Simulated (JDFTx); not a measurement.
Runs of JDFTx 1.7.0 (patched build) on BAs. Symmetry: F-43m, No. 216, cubic system. Conventional cell: a = 4.777 Å, b = 4.777 Å, c = 4.777 Å, α = 90.00°, β = 90.00°, γ = 90.00°. As (site symmetry -43m) is surrounded by 4 B at 2.07 Å. Around B (site symmetry -43m) lie 4 As at 2.07 Å. 

| task | level | potentials or basis | k mesh | cutoff (eV) | local potential set to -Z/r beyond | SCF threshold on the energy | further solve for the empty bands | mesh quality | V0 of scaled cells (Å³/atom) | B0 (GPa) |
| --- | --- | --- | --- | --- | --- | --- | --- | --- | --- | --- |
| equation of state | r2SCAN | SG15-PBE-1.2 with smoothed tails | 10 × 10 × 10 | 1088 | 6 bohr | 1e-09 Ha | - | not flagged | (a) | 134 |
| equation of state | RPBE | PseudoDojo-SR-PBE-0.5-standard with smoothed tails | 10 × 10 × 10 | 1143 | 6 bohr | 1e-09 Ha | - | not flagged | 14.13 | 126 |
| equation of state | PBEsol | PseudoDojo-SR-PBEsol-0.4.1-standard | 10 × 10 × 10 | 1143 | - | 1e-09 Ha | - | not flagged | 13.56 | (b) |
| equation of state | LDA | PseudoDojo-SR-LDA-0.4.1-standard | 10 × 10 × 10 | 1088 | - | 1e-09 Ha | - | not flagged | 13.25 | (c) |

Alike in all rows: no spin polarisation; cell as given; smearing fermi-dirac 0.05 eV.

**Question.** Fill in the values left out.

**Answer.** (a) 13.82; (b) 140; (c) 147.

Caveats: the potentials were made for another functional, which shifts forces and pressure (some runs).
